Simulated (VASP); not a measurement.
# LiCl (Fm-3m) in VASP: further runs, part 2 of 3

VASP 6.6.1.

## (3) Single point, PBE-EpsX

POSCAR reads:

```
LiCl
1.0
    0.0000000000      2.5647700000      2.5647700000
    2.5647700000      0.0000000000      2.5647700000
    2.5647700000      2.5647700000      0.0000000000
Cl Li
1 1
Direct
    0.5000000000      0.5000000000      0.5000000000
    0.0000000000      0.0000000000      0.0000000000
```

INCAR.step1 reads:

```
  ALGO = Normal
  EDIFF = 1E-8
  ENCUT = 520
  GGA = PE
  ISIF = 2
  ISMEAR = -5
  KSPACING = 0.3
  LASPH = T
  LCHARG = F
  LEPSILON = T
  LREAL = F
  LWAVE = F
  NELM = 100
  PREC = Accurate
  SIGMA = 0.05
```

KPOINTS.step1 reads:

```
Automatic mesh
0
G
  9 9 9
  0 0 0
```

INCAR.step2 reads:

```
  ALGO = Normal
  EDIFF = 1E-5
  ENCUT = 520
  GGA = PE
  ISIF = 2
  ISMEAR = -5
  KSPACING = 0.3
  LASPH = T
  LCHARG = F
  LREAL = F
  LWAVE = T
  NBANDS = 12
  NELM = 100
  PREC = Accurate
  SIGMA = 0.05
```

INCAR.step3 reads:

```
  AEXX = 0.3367
  ALGO = Normal
  EDIFF = 1E-6
  ENCUT = 520
  GGA = PE
  HFRCUT = -1
  ISIF = 2
  ISMEAR = -5
  ISTART = 1
  KSPACING = 0.3
  LASPH = T
  LCHARG = F
  LHFCALC = T
  LREAL = F
  LWAVE = F
  NBANDS = 12
  NELM = 100
  PREC = Accurate
  PRECFOCK = Fast
  SIGMA = 0.05
```

Potentials or basis: VASP PAW PBE potentials, release 64 (Cl, Li_sv).

Run with:

```bash
$ cat potpaw_PBE.64/Cl/POTCAR potpaw_PBE.64/Li_sv/POTCAR > POTCAR
$ cp INCAR.step1 INCAR
$ cp KPOINTS.step1 KPOINTS
$ mpirun -np 1 vasp_std > vasp.out
$ cp INCAR.step2 INCAR
$ mpirun -np 1 vasp_std > vasp.out
$ cp INCAR.step3 INCAR
$ mpirun -np 1 vasp_std > vasp.out
```

OUTCAR:

```text
AEXX = 0.3367
   EDIFF = 1E-6
   ENCUT = 520
   GGA = PE
   ISIF = 2
   ISMEAR = -5
   ISTART = 1
   LASPH = T
   LHFCALC = T
   LREAL = F
   NELM = 100
   PREC = Accurate
   PRECFOCK = Fast

 ion  position               nearest neighbor table
   1  0.500  0.500  0.500-   2 2.56   2 2.56   2 2.56   2 2.56   2 2.56   2 2.56
   2  0.000  0.000  0.000-   1 2.56   1 2.56   1 2.56   1 2.56   1 2.56   1 2.56

  LATTYP: Found a face centered cubic cell.
 ALAT       =     5.1295400000

  Lattice vectors:

 A1 = (   0.0000000000,   2.5647700000,   2.5647700000)
 A2 = (   2.5647700000,   0.0000000000,   2.5647700000)
 A3 = (   2.5647700000,   2.5647700000,   0.0000000000)

Analysis of symmetry for initial positions (statically):
=====================================================================
 Subroutine PRICEL returns:
 Original cell was already a primitive cell.

 Routine SETGRP: Setting up the symmetry group for a
 face centered cubic supercell.

 Subroutine GETGRP returns: Found 48 space group operations
 (whereof 48 operations were pure point group operations)
 out of a pool of 48 trial point group operations.

The static configuration has the point symmetry O_h .

Analysis of symmetry for dynamics (positions and initial velocities):
=====================================================================
 Subroutine PRICEL returns:
 Original cell was already a primitive cell.

 Routine SETGRP: Setting up the symmetry group for a
 face centered cubic supercell.

 Subroutine GETGRP returns: Found 48 space group operations
 (whereof 48 operations were pure point group operations)
 out of a pool of 48 trial point group operations.

The dynamic configuration has the point symmetry O_h .

 Subroutine INISYM returns: Found 48 space group operations
 (whereof 48 operations are pure point group operations),
 and found     1 'primitive' translations

----------------------------------------------------------------------------------------
[... 130 lines left out ...]
   LEPSILON=     F    determine dielectric tensor
   LRPA    =     F    only Hartree local field effects (RPA)
 non-spin polarized calculation
 Fermi weights with tetrahedron method with Bloechl corrections
  energy-cutoff  :      520.00
  volume of cell :       33.74
 maximum number of plane-waves:       934
  NGX = 16; NGY = 16; NGZ = 16

 number of electron      10.0000005 magnetization

 Free energy of the ion-electron system (eV)
  ---------------------------------------------------
  ext. energy  EPLUGINS =         0.00000000
  ---------------------------------------------------
  free energy    TOTEN  =        -9.53803257 eV

  energy without entropy =       -9.53803257  energy(sigma->0) =       -9.53803257

 E-fermi :  -1.1548     XC(G=0):  -6.2512

 val. band max:       -1.2580352851   @ k =   0.0000   0.0000   0.0000
 cond. band min:       7.9315236406   @ k =   0.0000   0.0000   0.0000
 fundamental gap:      9.1895589256
 Fermi energy:        -1.1547875402

 k-point     1 :       0.0000    0.0000    0.0000
  band No.  band energies     occupation
      1     -48.5201      2.00000
      2     -16.4082      2.00000
      3      -1.2580      2.00000
      4      -1.2580      2.00000
      5      -1.2580      2.00000
      6       7.9315      0.00000
      7      13.7668      0.00000
      8      13.7668      0.00000
      9      13.7668      0.00000
     10      16.5837      0.00000
     11      16.5845      0.00000
     12      16.6029      0.00000
[... 331 lines left out ...]
 k-point    24 :      -0.3750    0.2500    0.1250
  band No.  band energies     occupation
      1     -48.5165      2.00000
      2     -15.6338      2.00000
      3      -4.1141      2.00000
      4      -2.7006      2.00000
      5      -1.9057      2.00000
      6       9.8815      0.00000
      7      11.0853      0.00000
      8      12.4250      0.00000
      9      13.7073      0.00000
     10      17.5971      0.00000
     11      18.2674      0.00000
     12      20.5346      0.00000

 [... further k-points ...]

------------------------ aborting loop because EDIFF is reached ----------------------------------------

  FORCE on cell =-STRESS in cart. coord.  units (eV):
  Direction    XX          YY          ZZ          XY          YZ          ZX
  --------------------------------------------------------------------------------------
  -------------------------------------------------------------------------------------
  Total       -0.1546914     -0.1546914     -0.1546914      0.0000000      0.0000000     -0.0000000
  in kB       -7.3451643     -7.3451643     -7.3451643      0.0000000      0.0000000     -0.0000000
  external PRESSURE =      -7.3451643 kB  Pullay stress =       0.0000000 kB

 VOLUME and BASIS-vectors are now :
 -----------------------------------------------------------------------------
  energy-cutoff  :      520.00
  volume of cell :       33.74
      direct lattice vectors                 reciprocal lattice vectors
     0.000000000  2.564770000  2.564770000    -0.194949255  0.194949255  0.194949255
     2.564770000  0.000000000  2.564770000     0.194949255 -0.194949255  0.194949255
     2.564770000  2.564770000  0.000000000     0.194949255  0.194949255 -0.194949255

 POSITION                                       TOTAL-FORCE (eV/Angst)
 -----------------------------------------------------------------------------------
      2.56477      2.56477      2.56477         0.000000     -0.000000     -0.000000
      0.00000      0.00000      0.00000        -0.000000      0.000000      0.000000
 -----------------------------------------------------------------------------------
    total drift:                               -0.000000     -0.000000     -0.000000

  FREE ENERGIE OF THE ION-ELECTRON SYSTEM (eV)
  ---------------------------------------------------
  free  energy   TOTEN  =        -9.5380325694 eV

  energy  without entropy=       -9.5380325694  energy(sigma->0) =       -9.53803257
```

OUTCAR.step1:

```text
EDIFF = 1E-8
   ENCUT = 520
   GGA = PE
   ISIF = 2
   ISMEAR = -5
   LASPH = T
   LEPSILON = T
   LREAL = F
   NELM = 100
   PREC = Accurate

[... 572 lines left out ...]
  x     0.00000     0.00000     0.00000     0.00000     0.00000     0.00000
  y     0.00000     0.00000     0.00000     0.00000     0.00000     0.00000
  z     0.00000     0.00000     0.00000     0.00000     0.00000     0.00000

 BORN EFFECTIVE CHARGES (including local field effects) (in |e|, cummulative output)
 ---------------------------------------------------------------------------------
 ion    1
    1    -1.18725    -0.00000     0.00000
    2     0.00000    -1.18725     0.00000
    3     0.00000     0.00000    -1.18725
 ion    2
    1     1.18725     0.00000     0.00000
    2    -0.00000     1.18725     0.00000
    3     0.00000     0.00000     1.18725
```

Run time: 13 min. Hardware: 1 thread of Intel Xeon Platinum 8488C (Sapphire Rapids), shared host; peak memory 0.2 GiB.

Results:

```
Free energy            : -9.5380 eV
Band gap on the k mesh : 9.19 eV, direct
```

Caveat: the cutoff is under 1.25 times the usual one of these potentials, so pressure, stress and relaxed cells hold a basis-set (Pulay) error; the PAW data sets were made with another functional, which shifts forces and pressure a little. A k mesh can miss the band edges.

## (4) G0W0 quasiparticle levels, LDA

POSCAR is that of step 3.

INCAR.step1 reads:

```
SYSTEM = LiCl
PREC     = Accurate       ! precision mode
ENCUT    = 500            ! plane-wave cutoff, eV
EDIFF    = 1E-8           ! SCF threshold, eV
ISMEAR   = 0              ! smearing method
SIGMA    = 0.01           ! smearing width, eV
LREAL    = .False.        ! projectors in reciprocal space
LASPH    = .True.         ! aspherical terms in the spheres
NELM     = 60             ! most SCF steps
ALGO     = Normal         ! electronic algorithm
LWAVE    = .True.         ! write WAVECAR
LCHARG   = .False.        ! write CHGCAR
GGA      = CA             ! functional
KPAR     = 4
```

INCAR.step2 reads:

```
SYSTEM = LiCl
PREC     = Accurate       ! precision mode
ENCUT    = 500            ! plane-wave cutoff, eV
EDIFF    = 1E-8           ! SCF threshold, eV
ISMEAR   = 0              ! smearing method
SIGMA    = 0.01           ! smearing width, eV
LREAL    = .False.        ! projectors in reciprocal space
LASPH    = .True.         ! aspherical terms in the spheres
NELM     = 1              ! most SCF steps
ALGO     = Exact          ! electronic algorithm
LWAVE    = .True.         ! write WAVECAR
LCHARG   = .False.        ! write CHGCAR
GGA      = CA             ! functional
NBANDS   = 220            ! bands
LOPTICS  = .True.         ! frequency-dependent dielectric function
ISTART   = 1            
KPAR     = 4
```

INCAR.step3 reads:

```
SYSTEM = LiCl
PREC     = Accurate       ! precision mode
ENCUT    = 500            ! plane-wave cutoff, eV
EDIFF    = 1E-8           ! SCF threshold, eV
ISMEAR   = 0              ! smearing method
SIGMA    = 0.01           ! smearing width, eV
LREAL    = .False.        ! projectors in reciprocal space
LASPH    = .True.         ! aspherical terms in the spheres
ALGO     = EVGW0          ! electronic algorithm
LWAVE    = .False.        ! write WAVECAR
LCHARG   = .False.        ! write CHGCAR
GGA      = CA             ! functional
NELMGW   = 1            
NBANDS   = 220            ! bands
ENCUTGW  = 200            ! cutoff of the response function
NOMEGA   = 50             ! frequency points
PRECFOCK = Fast         
ISTART   = 1            
NBANDSGW = 12           
KPAR     = 4
```

KPOINTS reads:

```
regular mesh
0
Gamma
  4 4 4
  0 0 0
```

Potentials or basis: VASP PAW LDA potentials, release 64 (Cl_GW, Li_GW).

Run with:

```bash
$ cat potpaw_LDA.64/Cl_GW/POTCAR potpaw_LDA.64/Li_GW/POTCAR > POTCAR
$ cp INCAR.step1 INCAR
$ mpirun -np 4 vasp_std > vasp.out
$ cp INCAR.step2 INCAR
$ mpirun -np 4 vasp_std > vasp.out
$ cp INCAR.step3 INCAR
$ mpirun -np 4 vasp_std > vasp.out
```

OUTCAR:

```text
SYSTEM = LiCl
   PREC = Accurate
   ENCUT = 500
   EDIFF = 1E-8
   ISMEAR = 0
   LREAL = .False.
   LASPH = .True.
   GGA = CA
   NELMGW = 1
   ENCUTGW = 200
   PRECFOCK = Fast
   ISTART = 1

 ion  position               nearest neighbor table
   1  0.500  0.500  0.500-   2 2.56   2 2.56   2 2.56   2 2.56   2 2.56   2 2.56
   2  0.000  0.000  0.000-   1 2.56   1 2.56   1 2.56   1 2.56   1 2.56   1 2.56

  LATTYP: Found a face centered cubic cell.
 ALAT       =     5.1295400000

  Lattice vectors:

 A1 = (   0.0000000000,   2.5647700000,   2.5647700000)
 A2 = (   2.5647700000,   0.0000000000,   2.5647700000)
 A3 = (   2.5647700000,   2.5647700000,   0.0000000000)

Analysis of symmetry for initial positions (statically):
[... 149 lines left out ...]
   ENCUTGWSOFT         = 160.0    soft cutoff for Coulomb kernel in GW response function in eV
   ENCUTLF             =  -1.0    cutoff for local field effects
   NELMGW              =     1    number of iterations in solving QP/BSE equation
   NELMHF              =     1    number of iterations in the inner HF iteration
   NKREDLFX            =     1    NKREDLFY  =   1   NKREDLFZ  =   1
 non-spin polarized calculation
 Gauss-broadening in eV      SIGMA  =   0.01
  energy-cutoff  :      500.00
  volume of cell :       33.74
 maximum number of plane-waves:       876
 NGX is ok and might be reduce to    28
  NGX = 16; NGY = 16; NGZ = 16
   NGX = 13   NGY = 13   NGZ = 13
 maximum number of plane-waves:       228

 QP shifts <psi_nk| G(iteration)W_0 |psi_nk>: iteration 1
 for sc-GW calculations column KS-energies equals QP-energies in previous step
 and V_xc(KS)=  KS-energies - (<T + V_ion + V_H > + <T+V_H+V_ion>^1  + <V_x>^1)

 k-point   1 :       0.0000    0.0000    0.0000
  band No.  KS-energies  QP-energies   sigma(KS)   V_xc(KS)     V^pw_x(r,r')   Z            occupation Imag(sigma)

      1     -13.5520     -15.1822     -16.7791     -14.6379     -24.0270       0.7614       2.0000       1.5670
      2      -0.2194      -1.9636     -16.9743     -14.7635     -18.8607       0.7890       2.0000       0.0476
      3      -0.2194      -1.9636     -16.9743     -14.7635     -18.8607       0.7890       2.0000       0.0476
      4      -0.2194      -1.9636     -16.9743     -14.7635     -18.8607       0.7890       2.0000       0.0476
      5       5.7712       6.8365      -7.8247      -9.1097      -4.1968       0.8290       0.0000      -0.0853
      6      11.3478      12.7095      -8.2051      -9.8686      -4.2009       0.8186       0.0000      -0.0932
      7      11.3478      12.7095      -8.2051      -9.8686      -4.2009       0.8186       0.0000      -0.0932
      8      11.3478      12.7095      -8.2051      -9.8686      -4.2009       0.8186       0.0000      -0.0932
      9      13.9034      15.3429      -5.9881      -7.8188      -1.4610       0.7863       0.0000      -0.1615
     10      13.9034      15.3429      -5.9881      -7.8188      -1.4610       0.7863       0.0000      -0.1615
     11      13.9034      15.3429      -5.9881      -7.8188      -1.4610       0.7863       0.0000      -0.1615
     12      13.9738      15.5211      -9.3449     -11.3012      -4.8206       0.7909       0.0000      -0.1235
[... 100 lines left out ...]
      1     -12.7088     -14.1056     -17.2918     -15.3918     -24.5122       0.7351       2.0000       1.3271
      2      -2.4207      -4.2823     -15.1606     -12.7653     -17.4448       0.7772       2.0000       0.0612
      3      -2.4207      -4.2823     -15.1606     -12.7653     -17.4448       0.7772       2.0000       0.0612
      4      -1.3144      -3.1435     -16.0538     -13.7172     -18.1204       0.7828       2.0000       0.0493
      5       9.0326      10.3448      -8.1394      -9.7421      -4.3254       0.8188       0.0000      -0.0872
      6       9.5446      11.0260      -6.9697      -8.7655      -3.0481       0.8249       0.0000      -0.0919
      7       9.8845      11.1716      -8.7902     -10.3769      -4.8269       0.8112       0.0000      -0.0896
      8       9.8845      11.1716      -8.7902     -10.3769      -4.8269       0.8112       0.0000      -0.0896
      9      15.3080      16.7008      -7.6596      -9.4619      -2.8413       0.7728       0.0000      -0.2036
     10      15.3080      16.7008      -7.6596      -9.4619      -2.8413       0.7728       0.0000      -0.2036
     11      17.7121      19.3429     -10.8981     -13.0664      -5.3795       0.7521       0.0000      -0.2675
     12      18.4984      19.8904      -9.8716     -11.6794      -4.2953       0.7700       0.0000      -0.4678
```

OUTCAR.step1:

```text
SYSTEM = LiCl
   PREC = Accurate
   ENCUT = 500
   EDIFF = 1E-8
   ISMEAR = 0
   LREAL = .False.
   LASPH = .True.
[... 291 lines left out ...]
      2.56477      2.56477      2.56477         0.000000     -0.000000      0.000000
      0.00000      0.00000      0.00000        -0.000000      0.000000     -0.000000
 -----------------------------------------------------------------------------------
    total drift:                                0.000000      0.000000      0.000000

  FREE ENERGIE OF THE ION-ELECTRON SYSTEM (eV)
  ---------------------------------------------------
  free  energy   TOTEN  =        -8.0518595251 eV

  energy  without entropy=       -8.0518595251  energy(sigma->0) =       -8.05185953
```

OUTCAR.step2:

```text
SYSTEM = LiCl
   PREC = Accurate
   ENCUT = 500
   EDIFF = 1E-8
[... 691 lines left out ...]
  --------------------------------------------------------------------------------------------------------------
     0.00000     3.50403     3.50403     3.50403     0.00000     0.00000    -0.00000
     2.50146     3.71755     3.71755     3.71755     0.00000     0.00000    -0.00000
     5.00292     4.84133     4.84133     4.84133     0.00000     0.00000    -0.00000
     7.50438     4.90340     4.90340     4.90340     0.00000     0.00000    -0.00000
    10.00584     1.43234     1.43234     1.43234    -0.00000    -0.00000     0.00000
    12.50731    -4.32750    -4.32750    -4.32750     0.00000    -0.00000     0.00000
[... 92 lines left out ...]
   245.14318     0.99454     0.99454     0.99454    -0.00000    -0.00000     0.00000
   247.64464     0.99466     0.99466     0.99466    -0.00000    -0.00000     0.00000
```

Wall time 45 s (4 MPI ranks of Intel Xeon Platinum 8259CL at 2.50GHz (Skylake/Cascade Lake), shared host); peak memory 0.4 GiB.

Results:

```yaml
Band_gap_on_the_k_mesh_mean-field_level: 5.99 eV, direct
Quasiparticle_gap: 8.80 eV
Least_direct_quasiparticle_gap: 8.80 eV
```

Levels at points of the mesh, in eV from the valence-band top:
| k point | band 1 | band 2 | band 3 | band 4 | band 5 | band 6 | band 7 | band 8 |
| --- | --- | --- | --- | --- | --- | --- | --- | --- |
| (0.00, 0.00, 0.00) | -13.33 | 0.00 | 0.00 | 0.00 | 5.99 | 11.57 | 11.57 | 11.57 |
| (0.50, 0.00, 0.00) | -12.74 | -2.91 | -0.26 | -0.26 | 6.39 | 9.13 | 9.13 | 12.65 |
| (0.50, 0.50, 0.00) | -12.48 | -3.00 | -1.14 | -1.14 | 7.57 | 7.94 | 12.09 | 13.73 |

Caveat: the k mesh is coarse (spacing up to 0.53 Å⁻¹), so the values aren't converged; bands, screening cutoff and mesh are small and nothing is extrapolated, so the quasiparticle values aren't converged.

(Part 2 of 3 ends here.)
